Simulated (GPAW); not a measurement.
Here is a GPAW 26.7.0 calculation.

Contents of run.py:

```python
from ase.eos import EquationOfState
from ase.io import Trajectory, read
from ase.units import GPa
from gpaw import GPAW, PW

atoms = read('LiCl.cif')

traj = Trajectory('eos.traj', 'w')
volumes, energies = [], []
for x in [0.94, 0.96, 0.98, 1.0, 1.02, 1.04, 1.06]:
    a = atoms.copy()
    a.set_cell(atoms.cell * x**(1 / 3), scale_atoms=True)
    calc = GPAW(mode=PW(800),
                xc='PBE',
                kpts={'size': (7, 7, 7), 'gamma': True},
                occupations={'name': 'fermi-dirac', 'width': 0.05},
                nbands=11,
                convergence={'density': 1e-05, 'energy': 1e-05},
                maxiter=150,
                txt=f'eos-{x:.2f}.txt')
    a.calc = calc
    energies.append(a.get_potential_energy(force_consistent=True))
    volumes.append(a.get_volume())
    p = -a.get_stress()[:3].mean() / GPa
    calc.write(f'eos-{x:.2f}.gpw')
    traj.write(a)
    print(f'{x:.2f} {volumes[-1]:10.4f} A^3 {energies[-1]:14.6f} eV {p:9.3f} GPa', flush=True)

v0, e0, B = EquationOfState(volumes, energies, eos='birchmurnaghan').fit()
print(f'V0 = {v0:.4f} A^3, E0 = {e0:.6f} eV, B0 = {B / GPa:.2f} GPa')
```

Contents of LiCl.cif:

```cif
data_LiCl
_cell_length_a 3.62713252
_cell_length_b 3.62713252
_cell_length_c 3.62713252
_cell_angle_alpha 60.00000000
_cell_angle_beta 60.00000000
_cell_angle_gamma 60.00000000
_space_group_name_H-M_alt 'P1'
_space_group_name_Hall 'P 1'
_space_group_IT_number 1
loop_
_space_group_symop_operation_xyz
'x,y,z'
loop_
_atom_site_label
_atom_site_type_symbol
_atom_site_symmetry_multiplicity
_atom_site_Wyckoff_symbol
_atom_site_fract_x
_atom_site_fract_y
_atom_site_fract_z
_atom_site_occupancy
Cl1 Cl 1 a 0.5000000000 0.5000000000 0.5000000000 1
Li1 Li 1 a 0.0000000000 0.0000000000 0.0000000000 1
```

Potentials or basis: GPAW PAW data sets (gpaw-data 1.2.1), pw.

Run with:

```bash
$ OMP_NUM_THREADS=1 python run.py
```

(1) Estimate the equilibrium volume.

(2) Predict the pressure derivative of the bulk modulus.

(3) Estimate the bulk modulus.

Results:

(1) 17.14 Å³/atom.

(2) 4.3.

(3) 33 GPa.
